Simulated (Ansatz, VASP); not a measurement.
**One calculation of AlN, two programs**

```
CELL_PARAMETERS angstrom
0.00000 2.18399 2.18399
2.18399 0.00000 2.18399
2.18399 2.18399 0.00000
ATOMIC_POSITIONS crystal
Al 0.00000 0.00000 0.93132
N 0.75000 0.75000 0.75000
```

Alike in both runs: task single point; functional LDA; k mesh 10 × 10 × 10; occupations gaussian, width 0.05 eV; no spin polarisation.

|  | VASP | Ansatz |
| --- | --- | --- |
| version | VASP 6.6.1 | Ansatz 0.2.0 |
| potentials or method | VASP PAW LDA potentials, release 64 (Al, N) | scalar-relativistic, plane waves, PAW |
| plane-wave cutoff (eV) | 520 | 420 |
| valence electrons in the cell | 8 | 8 |

VASP gave:

| Property | Result |
| --- | --- |
| gap on the k mesh at the Fermi level (eV) | 2.68 |
| least direct gap on the mesh (eV) | 3.63 |
| pressure (GPa) | 2.8 |
| largest component of the traceless stress (GPa) | 11.53 |
| rms of the force components (eV/Å) | 2.081 |

Task: Which values does Ansatz return?

Result: gap on the k mesh at the Fermi level (eV): 2.70; least direct gap on the mesh (eV): 3.62; pressure (GPa): 2.0; largest component of the traceless stress (GPa): 11.04; rms of the force components (eV/Å): 2.039.

Atom by atom the forces differ by 0.042 eV/Å (rms over components).

Caveats: forces of over 1 eV/Å show positions far from the minimum, so gaps and moduli don't describe the material at rest. A k mesh can miss the band edges.
